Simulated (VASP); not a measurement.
Nd: equation of state with PBE

The system is Nd.

```
Nd
1.0
     3.65700    0.00000    0.00000
    -1.82850    3.16705    0.00000
     0.00000    0.00000    5.90200
Nd
2
Direct
  0.66667 0.33333 0.75000
  0.33333 0.66667 0.25000
```

This isn't the form of Nd at room conditions, which is double hcp.

```
Program             : VASP 6.6.1
Task                : equation of state
Functional          : PBE
Potentials or basis : VASP PAW PBE potentials, release 64 (Nd)
Cutoff              : 520 eV
k mesh              : 8 × 8 × 5
Occupations         : fermi-dirac, width 0.05 eV
Spin                : collinear spin, ferromagnetic start
Starting moments    : [3.0, 3.0] μB
```

| Item | Value |
| --- | --- |
| Equilibrium volume | 35.13 Å³/atom (rough: see the caveat) |
| Bulk modulus at fixed shape and positions | 18.6 GPa (rough) |

Energy against volume, from the lowest point:
```
volume (Å³/atom)  energy (meV/atom)
          32.128              16.33
          32.811               9.49
          33.495               4.54
          34.178               1.41
          34.862               0.00
          35.545               0.16
          36.229               1.78
```

All runs of the series together: 18 min on 1 thread of AMD EPYC 9R45 (Zen 5) (shared host).

Caveat: the fit is doubtful: noisy points or a state that changes with volume; the magnetic or orbital state may not be the lowest; the cell was scaled at fixed shape and fractional positions, which overstates the stiffness of a crystal with free parameters, most of all of layers and chains. The state reached can hang on the start; a lower one may exist.
